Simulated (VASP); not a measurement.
Output of a VASP run:

OSZICAR:
```
       N       E                     dE             d eps       ncg     rms          rms(c)
DAV:   1     0.159033457407E+03    0.15903E+03   -0.64899E+03   480   0.118E+03
DAV:   2     0.441364245914E+02   -0.11490E+03   -0.10816E+03   832   0.251E+02
DAV:   3     0.340700410087E+02   -0.10066E+02   -0.10030E+02   624   0.809E+01
DAV:   4     0.337905090522E+02   -0.27953E+00   -0.27910E+00   608   0.190E+01
DAV:   5     0.337818348789E+02   -0.86742E-02   -0.86686E-02   620   0.311E+00    0.199E+00
DAV:   6     0.357698892048E+02    0.19881E+01   -0.32847E+00   484   0.287E+01    0.989E-01
DAV:   7     0.361675407812E+02    0.39765E+00   -0.52022E-01   588   0.649E+00    0.593E-01
DAV:   8     0.360712971047E+02   -0.96244E-01   -0.78477E-02   536   0.272E+00    0.429E-01
DAV:   9     0.361071709488E+02    0.35874E-01   -0.97744E-02   496   0.276E+00    0.247E-01
DAV:  10     0.360690256430E+02   -0.38145E-01   -0.40586E-02   492   0.194E+00    0.216E-01
DAV:  11     0.360498320100E+02   -0.19194E-01   -0.22857E-02   576   0.133E+00    0.119E-01
DAV:  12     0.360461412446E+02   -0.36908E-02   -0.19485E-03   508   0.407E-01    0.698E-02
DAV:  13     0.360461425513E+02    0.13066E-05   -0.47392E-05   608   0.549E-02    0.590E-02
DAV:  14     0.360469994961E+02    0.85694E-03   -0.12507E-03   496   0.365E-01    0.660E-02
DAV:  15     0.360455806371E+02   -0.14189E-02   -0.67670E-04   516   0.220E-01    0.478E-02
DAV:  16     0.360455252214E+02   -0.55416E-04   -0.30994E-05   548   0.557E-02    0.382E-02
DAV:  17     0.360454954783E+02   -0.29743E-04   -0.47286E-05   524   0.633E-02    0.221E-02
DAV:  18     0.360454877748E+02   -0.77034E-05   -0.12478E-05   532   0.304E-02    0.117E-02
DAV:  19     0.360454887132E+02    0.93839E-06   -0.12771E-06   580   0.107E-02    0.653E-03
DAV:  20     0.360454890110E+02    0.29782E-06   -0.92665E-07   500   0.922E-03    0.322E-03
DAV:  21     0.360454892366E+02    0.22559E-06   -0.47204E-07   524   0.604E-03    0.219E-03
DAV:  22     0.360454891397E+02   -0.96970E-07   -0.19223E-07   380   0.548E-03
   1 F= 0.36045489E+02 E0= 0.36045489E+02  d E =-.272903E-12
```

OUTCAR:
```
------------------------ aborting loop because EDIFF is reached ----------------------------------------
  FORCE on cell =-STRESS in cart. coord.  units (eV):
  Direction    XX          YY          ZZ          XY          YZ          ZX
  --------------------------------------------------------------------------------------
  Total        0.1803621      0.1803621      0.1803621      0.0000000      0.0000000      0.0000000
  in kB        3.0211835      3.0211835      3.0211835      0.0000000      0.0000000      0.0000000
  external PRESSURE =       3.0211835 kB  Pullay stress =       0.0000000 kB
  volume of cell :       95.65
      direct lattice vectors                 reciprocal lattice vectors
     4.573263893  0.000000000  0.000000000     0.218662212  0.000000000  0.000000000
     0.000000000  4.573263893  0.000000000     0.000000000  0.218662212  0.000000000
     0.000000000  0.000000000  4.573263893     0.000000000  0.000000000  0.218662212
 POSITION                                       TOTAL-FORCE (eV/Angst)
 -----------------------------------------------------------------------------------
      0.00000      0.00000      0.00000         0.000000      0.000000      0.000000
      2.28663      2.28663      2.28663         0.000000      0.000000      0.000000
 -----------------------------------------------------------------------------------
    total drift:                               -0.000000     -0.000000      0.000000
  FREE ENERGIE OF THE ION-ELECTRON SYSTEM (eV)
  ---------------------------------------------------
  free  energy   TOTEN  =        36.0454891397 eV

  energy  without entropy=       36.0454891397  energy(sigma->0) =       36.04548914
```
(Selected blocks of OUTCAR.)

File POSCAR:
```
CsI
1
    4.5732638932     0.0000000000     0.0000000000
    0.0000000000     4.5732638932     0.0000000000
    0.0000000000     0.0000000000     4.5732638932
Cs I
1 1
Direct
  0.0000000000   0.0000000000   0.0000000000
  0.5000000000   0.5000000000   0.5000000000
```

**Question.** Reconstruct the remaining input files.

**Answer.** This is not unique; one that fits is the input of the run itself, revTPSS meta-GGA, plane waves, VASP's PBE PAW potentials (set 64).

INCAR:
```
EDIFF  =  1E-7   ! SCF stop (eV)
ALGO  =  Normal   ! blocked Davidson
LREAL  =  .FALSE.   ! projection in real space or not
ISIF  =  2   ! forces and stress, cell fixed
LWAVE  =  .FALSE.
METAGGA  =  RTPSS
ENCUT  =  520   ! plane-wave cut-off (eV)
LASPH  =  .TRUE.   ! aspherical one-centre terms
ISMEAR  =  0   ! Gaussian
SIGMA  =  0.05
NELM  =  100   ! most electronic steps
SYSTEM  =  CsI
LMIXTAU  =  .TRUE.
LCHARG  =  .FALSE.
PREC  =  Accurate
LMAXMIX  =  4
```

**KPOINTS**
```
Automatic mesh
0
Gamma
6 6 6
0 0 0
```

POTCAR, in this order: Cs_sv I (PBE.64 set). Program: vasp_std.

The compound is CsI in the CsCl type structure. This cell is one point of a volume scan, at 0.97 of the reference volume.
